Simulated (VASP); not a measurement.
# CdO (Monteponite) (Fm-3m) in VASP: notebook

The runs below take CdO (Monteponite) through single point, with PBE.

All numbers are computed with VASP 6.6.1; they aren't measurements. Logs are shortened: lines on timing, memory, paths and dates and some standing lists are left out, and cuts for length are marked.

**1. Starting point**

Symmetry: Fm-3m, No. 225, cubic system. The conventional cell has a = 4.699 Å, b = 4.699 Å, c = 4.699 Å, α = 90.00°, β = 90.00°, γ = 90.00°. Cd (site symmetry m-3m) has 6 O at 2.35 Å as nearest neighbours. Around O (site symmetry m-3m) lie 6 Cd at 2.35 Å.

**2. Single point, PBE**

INCAR

```
SYSTEM = CdO
PREC = Accurate
ENCUT = 520
EDIFF = 1E-6
ISMEAR = 0
SIGMA = 0.024
LREAL = .FALSE.
LASPH = .TRUE.
NELM = 80
ALGO = Fast
ISIF = 2
LWAVE = .FALSE.
LCHARG = .FALSE.
GGA = PE
NBANDS = 16
```

KPOINTS

```
regular mesh
0
G
  10 10 10
  0 0 0
```

POSCAR

```
CdO
1.0
    0.0000000000      2.3495000000      2.3495000000
    2.3495000000      0.0000000000      2.3495000000
    2.3495000000      2.3495000000      0.0000000000
Cd O
1 1
Direct
    0.0000000000      0.0000000000      0.0000000000
    0.5000000000      0.5000000000      0.5000000000
```

Potentials or basis: VASP PAW PBE potentials, release 64 (Cd, O).

On the command line:

```sh
$ cat potpaw_PBE.64/Cd/POTCAR potpaw_PBE.64/O/POTCAR > POTCAR
$ mpirun -np 1 vasp_std > vasp.out
```

OUTCAR:

```text
SYSTEM = CdO
   PREC = Accurate
   ENCUT = 520
   EDIFF = 1E-6
   ISMEAR = 0
   LREAL = .FALSE.
   LASPH = .TRUE.
   NELM = 80
   ISIF = 2
   GGA = PE

 ion  position               nearest neighbor table
   1  0.000  0.000  0.000-   2 2.35   2 2.35   2 2.35   2 2.35   2 2.35   2 2.35
   2  0.500  0.500  0.500-   1 2.35   1 2.35   1 2.35   1 2.35   1 2.35   1 2.35

  LATTYP: Found a face centered cubic cell.
 ALAT       =     4.6990000000

  Lattice vectors:

 A1 = (   0.0000000000,   2.3495000000,   2.3495000000)
 A2 = (   2.3495000000,   0.0000000000,   2.3495000000)
 A3 = (   2.3495000000,   2.3495000000,   0.0000000000)

Analysis of symmetry for initial positions (statically):
=====================================================================
 Subroutine PRICEL returns:
 Original cell was already a primitive cell.

 Routine SETGRP: Setting up the symmetry group for a
 face centered cubic supercell.

 Subroutine GETGRP returns: Found 48 space group operations
 (whereof 48 operations were pure point group operations)
 out of a pool of 48 trial point group operations.

The static configuration has the point symmetry O_h .

Analysis of symmetry for dynamics (positions and initial velocities):
=====================================================================
 Subroutine PRICEL returns:
 Original cell was already a primitive cell.

 Routine SETGRP: Setting up the symmetry group for a
 face centered cubic supercell.

 Subroutine GETGRP returns: Found 48 space group operations
 (whereof 48 operations were pure point group operations)
 out of a pool of 48 trial point group operations.

The dynamic configuration has the point symmetry O_h .

 Subroutine INISYM returns: Found 48 space group operations
 (whereof 48 operations are pure point group operations),
 and found     1 'primitive' translations

----------------------------------------------------------------------------------------

                                     Primitive cell

  volume of cell :      25.9392

  direct lattice vectors                    reciprocal lattice vectors
     0.000000000  2.349500000  2.349500000    -0.212811236  0.212811236  0.212811236
     2.349500000  0.000000000  2.349500000     0.212811236 -0.212811236  0.212811236
     2.349500000  2.349500000  0.000000000     0.212811236  0.212811236 -0.212811236

  length of vectors
     3.322694765  3.322694765  3.322694765     0.368599874  0.368599874  0.368599874

  position of ions in fractional coordinates (direct lattice)
     0.000000000  0.000000000  0.000000000
     0.500000000  0.500000000  0.500000000

  ion indices of the primitive-cell ions
   primitive index   ion index
                 1           1
[... 79 lines left out ...]
   ISIF   =      2    stress and relaxation
   ISYM   =      2    0-nonsym 1-usesym 2-fastsym
   POTIM  = 0.5000    time-step for ionic-motion
   TEBEG  =    0.0;   TEEND  =   0.0 temperature during run
   PSTRESS=    0.0 pullay stress
   NELECT =      18.0000    total number of electrons
   NUPDOWN=      -1.0000    fix difference up-down
   EMIN   =  10.00;   EMAX   =-10.00  energy-range for DOS
   EFERMI =   0.00;   METHOD = LEGACY
   ISMEAR =     0;   SIGMA  =   0.02  broadening in eV -4-tet -1-fermi 0-gaus
   EFERMI_NEDOS =   21; number of points for ismear=-14 and -15
   IALGO  =     68    algorithm
   IMIX   =      4    mixing-type and parameters
     AMIX     =   0.40;   BMIX     =  1.00
     AMIX_MAG =   1.60;   BMIX_MAG =  1.00
  volume/ion in A,a.u.               =      12.97        87.52
  Fermi-wavevector in a.u.,A,eV,Ry     =   1.449373  2.738918 28.581522  2.100683
  Thomas-Fermi vector in A             =   2.567107
   LORBIT       =      0    0 simple, 1 ext, 2 COOP (PROOUT), +10 PAW based schemes
   GGA     = PE    functional components
   LHFCALC =     F    Hartree Fock is set to
   AEXX    =    0.0000 exact exchange contribution
   IVDW    =     0    specifies the selected vdW correction
   LEPSILON=     F    determine dielectric tensor
   LRPA    =     F    only Hartree local field effects (RPA)
 non-spin polarized calculation
 RMM-DIIS sequential band-by-band and
 Gauss-broadening in eV      SIGMA  =   0.02
  energy-cutoff  :      520.00
  volume of cell :       25.94
 maximum number of plane-waves:       725
 NGX is ok and might be reduce to    28
   NGX = 13   NGY = 13   NGZ = 13

 number of electron      18.0000002 magnetization

 Free energy of the ion-electron system (eV)
  ---------------------------------------------------
  ext. energy  EPLUGINS =         0.00000000
  ---------------------------------------------------
  free energy    TOTEN  =        -7.69645087 eV

  energy without entropy =       -7.69639429  energy(sigma->0) =       -7.69642258

 E-fermi :   2.0589     XC(G=0): -11.6987

 val. band max:        2.0392890775   @ k =   0.5000   0.0000   0.0000
 cond. band min:       2.6424937054   @ k =   0.1000   0.0000   0.0000
 fundamental gap:      0.6032046279
 Fermi energy:         2.0588941627

 k-point     1 :       0.0000    0.0000    0.0000
  band No.  band energies     occupation
      1     -15.3288      2.00000
      2      -4.6658      2.00000
      3      -4.6658      2.00000
      4      -4.6658      2.00000
      5      -4.3595      2.00000
      6      -4.3595      2.00000
[... 433 lines left out ...]
      3      -4.7449      2.00000
      4      -4.3744      2.00000
      5      -4.1998      2.00000
      6      -4.0727      2.00000
[... 8 lines left out ...]
     15      25.7981      0.00000
     16      26.3195      0.00000

 [... further k-points ...]

------------------------ aborting loop because EDIFF is reached ----------------------------------------

  FORCE on cell =-STRESS in cart. coord.  units (eV):
  Direction    XX          YY          ZZ          XY          YZ          ZX
  --------------------------------------------------------------------------------------
  -------------------------------------------------------------------------------------
  Total        1.2303097      1.2303097      1.2303097      0.0000000      0.0000000      0.0000000
  in kB       75.9921447     75.9921447     75.9921447      0.0000000      0.0000000      0.0000000
  external PRESSURE =      75.9921447 kB  Pullay stress =       0.0000000 kB

 VOLUME and BASIS-vectors are now :
 -----------------------------------------------------------------------------
  energy-cutoff  :      520.00
  volume of cell :       25.94
      direct lattice vectors                 reciprocal lattice vectors
     0.000000000  2.349500000  2.349500000    -0.212811236  0.212811236  0.212811236
     2.349500000  0.000000000  2.349500000     0.212811236 -0.212811236  0.212811236
     2.349500000  2.349500000  0.000000000     0.212811236  0.212811236 -0.212811236

 POSITION                                       TOTAL-FORCE (eV/Angst)
 -----------------------------------------------------------------------------------
      0.00000      0.00000      0.00000        -0.000000      0.000000      0.000000
      2.34950      2.34950      2.34950         0.000000     -0.000000     -0.000000
 -----------------------------------------------------------------------------------
    total drift:                                0.000000      0.000000      0.000000

  FREE ENERGIE OF THE ION-ELECTRON SYSTEM (eV)
  ---------------------------------------------------
  free  energy   TOTEN  =        -7.6964508695 eV

  energy  without entropy=       -7.6963942866  energy(sigma->0) =       -7.69642258
```

stdout:

```text
POSCAR found type information on POSCAR CdO
 POSCAR found :  2 types and       2 ions
 scaLAPACK will be used
 LDA part: xc-table for (Slater+PW92), standard interpolation
 POSCAR, INCAR and KPOINTS ok, starting setup
 FFT: planning ... GRIDC
 FFT: planning ... GRID_SOFT
 FFT: planning ... GRID
 WAVECAR not read
 entering main loop
```

Wall time 12 s (1 thread of AMD EPYC 9R45 (Zen 5), shared host); peak memory 0.13 GiB.

What came out:

- Free energy: -7.6965 eV
- Pressure: 7.6 GPa
- Band gap on the k mesh: none (metal or under the smearing width)

Caveat: this crystal is a semiconductor, whose small gap the functional closes, so the metal is an error of the method.

**3. Single point, PBE**

INCAR

```
SYSTEM = CdO
PREC = Accurate ; ENCUT = 520
EDIFF = 1E-7 ; ISMEAR = 0
SIGMA = 0.012 ; LREAL = .FALSE.
LASPH = .TRUE. ; NELM = 100
ALGO = Normal ; ISIF = 2
LWAVE = .FALSE. ; LCHARG = .TRUE.
GGA = PE ; LELF = .TRUE.
LVHAR = .TRUE. ; NBANDS = 16
```

KPOINTS is that of step 2.

POSCAR is that of step 2.

Potentials or basis: VASP PAW PBE potentials, release 64 (Cd, O).

On the command line:

```sh
$ cat potpaw_PBE.64/Cd/POTCAR potpaw_PBE.64/O/POTCAR > POTCAR
$ mpirun -np 1 vasp_std > vasp.out
```

Wall time 12 s (1 thread of Intel Xeon 6975P-C (Granite Rapids), shared host); peak memory 0.16 GiB.

Results (log left out):

```yaml
Free_energy: -7.6964 eV
Pressure: 7.6 GPa
Band_gap_on_the_k_mesh: none (metal or under the smearing width)
```

Levels at points of the mesh, in eV from the Fermi level:
```csv
k point,band 7,band 8,band 9,band 10,band 11,band 12
"(0.00, 0.00, 0.00)",-1.34,-1.34,-1.34,-0.44,14.98,17.02
"(0.50, 0.00, 0.00)",-3.82,-0.01,-0.01,4.44,7.31,11.95
"(0.50, 0.50, 0.00)",-4.34,-2.31,-2.31,3.88,8.55,11.21
```

Caveat: this crystal is a semiconductor, whose small gap the functional closes, so the metal is an error of the method.
